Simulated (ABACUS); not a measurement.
The system is Al.

```
Al
1.0
     0.00000    2.02481    2.02481
     2.02481    0.00000    2.02481
     2.02481    2.02481    0.00000
Al
1
Direct
  0.00000 0.00000 0.00000
```

```yaml
Program: ABACUS 3.10.1
Task: relaxation of cell and atoms
Functional: M06-L
Potentials_or_basis: SG15 ONCV 1.2 PBE
Cutoff: 939 eV
Density_cutoff: 3755 eV
Basis: plane waves
k_mesh: 7 × 7 × 7
Occupations: fermi-dirac, width 0.05 eV
Spin: no spin polarisation
```

At the start: pressure -7.9 GPa; volume 16.60 Å³/atom.

Task: How do energy, volume and symmetry change on relaxing?

Result: Over 3 steps the energy falls by 32.5 meV/atom and the volume is 15.37 Å³/atom (-7.4 %); space group Fm-3m (No. 225, to 0.05 Å).

Step by step:
| step | energy change (eV) | largest force (eV/Å) | pressure (GPa) | volume (Å³) |
| --- | --- | --- | --- | --- |
| 1 | 0.0000 | 0.0000 | -7.89 | 16.60 |
| 2 | -0.0187 | 0.0000 | 6.35 | 14.65 |
| 3 | -0.0325 | 0.0000 | 0.00 | 15.37 |

Final structure:
```yaml
crystal:
  lattice:
    - [0.00000, 1.97355, 1.97355]
    - [1.97355, 0.00000, 1.97355]
    - [1.97355, 1.97355, 0.00000]
  atoms:
    - { symbol: Al, position: [0.00000, 0.00000, 0.00000] }
```

Caveat: the k mesh is coarse (spacing up to 0.38 Å⁻¹), so the values aren't converged; the potentials were made for another functional, which shifts forces and pressure.
